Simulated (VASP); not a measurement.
Set up this calculation in VASP 6.6.1, as the native input.

- Task: relaxation of the atoms
- Functional: PBE
- Dispersion: D3(BJ)
- Potentials or basis: VASP PAW PBE potentials, release 64 (Pt, Se)
- Cutoff: 520 eV
- k mesh: 10 × 10 × 8
- Occupations: gaussian, width 0.05 eV
- Spin: no spin polarisation
- Further INCAR settings: ALGO = Normal; EDIFF = 1e-06; IBRION = 2; EDIFFG = -0.01; NSW = 40

The structure of PtSe2 lies in POSCAR:

```
PtSe2
1.0
    3.7240000000      0.0000000000      0.0000000000
   -1.8620000000      3.2250786000      0.0000000000
    0.0000000000      0.0000000000      4.7228460000
Pt Se
1 2
Direct
    0.0000000000      0.0000000000      0.0000000000
    0.3333333300      0.6666666700      0.2679528400
    0.6666666700      0.3333333300      0.7320471600
```

The input as run:

INCAR

```
SYSTEM = PtSe2
PREC = Accurate
ENCUT = 520
EDIFF = 1E-6
ISMEAR = 0
SIGMA = 0.05
LREAL = .FALSE.
LASPH = .TRUE.
NELM = 80
ALGO = Normal
ISIF = 2
LWAVE = .FALSE.
LCHARG = .FALSE.
GGA = PE
IVDW = 12
IBRION = 2
NSW = 40
EDIFFG = -0.01
KPAR = 2
```

KPOINTS

```
regular mesh
0
G
  10 10 8
  0 0 0
```

Potentials or basis: VASP PAW PBE potentials, release 64 (Pt, Se).

The run is started by

```sh
$ cat potpaw_PBE.64/Pt/POTCAR potpaw_PBE.64/Se/POTCAR > POTCAR
$ mpirun -np 2 vasp_std > vasp.out
```

It gave:

```json
{
  "Energy gained by relaxing": "3.1 meV/atom",
  "Ionic steps": "3",
  "Pressure after relaxing": "4.0 GPa",
  "Band gap on the k mesh": "none (metal or under the smearing width)",
  "Dispersion energy per atom": "-0.514 eV"
}
```

Caveat: pairwise dispersion overbinds metals, which lowers pressure and volume.

Run time: 66 s on 2 MPI ranks on Intel(R) Xeon(R) Platinum 8375C CPU @ 2.90GHz (Ice Lake) (shared host), peak memory 0.23 GiB a rank.
